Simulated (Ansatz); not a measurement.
## PtS₂: what symmetry allows forces and stress to be

```yaml
crystal:
  lattice:
    - [3.53994, 0.00000, 0.00000]
    - [-1.76997, 3.06568, 0.00000]
    - [0.00000, 0.00000, 5.18533]
  atoms:
    - { symbol: Pt, position: [0.00000, 0.00000, 0.95796] }
    - { symbol: S, position: [0.33333, 0.66667, 0.26905] }
    - { symbol: S, position: [0.66667, 0.33333, 0.77299] }
```

Computed with DFT PBE, scalar-relativistic, plane waves, PAW in Ansatz.

Cutoff 420 eV; k points 12×12×8 on the computed 3-atom cell (Γ-centred); Gaussian smearing, width 0.05 eV; no spin polarisation.

This distorted cell has space group P3m1, with 6 operations.

Q: Without a calculation: in which directions can each atom feel a force?

A: A force must be left unchanged by every operation that keeps its atom in place, so it lies in the space that those operations leave fixed. Atoms that the group maps onto each other feel forces of one size.
| atom | site symmetry | operations at the site | equivalent to atom | allowed force (Cartesian) |
| --- | --- | --- | --- | --- |
| Pt1 | 3m. | 6 | 1 | along (0.00, 0.00, 1.00) |
| S2 | 3m. | 6 | 2 | along (0.00, 0.00, 1.00) |
| S3 | 3m. | 6 | 3 | along (0.00, 0.00, 1.00) |

That leaves 3 independent force components of 9, tied by 1 condition that the forces sum to zero, so 2 remain. A relaxation in this cell that keeps the symmetry moves the atoms in these directions alone.

Q: And the stress tensor?

A: It must be invariant under the point group, which leaves 2 independent components: yz, xz, xy vanish; xx = yy.

Q: Do the computed values obey this?

A: Yes. Forces (eV/Å):
```
Pt1  0.000  0.000  5.304
S2   0.000  0.000 -2.386
S3   0.000  0.000 -2.918
```

Stress (GPa, compression positive, xx yy zz yz xz xy): 7.35 7.35 -1.18 0.00 0.00 0.00. The program imposes the same operations on density, forces and stress, so this confirms the analysis and is no independent test of the calculation.

Spin–orbit coupling is left out, which can shift energies with elements as heavy as these. The cell holds layers, and where no dispersion correction was added their binding is poorly described.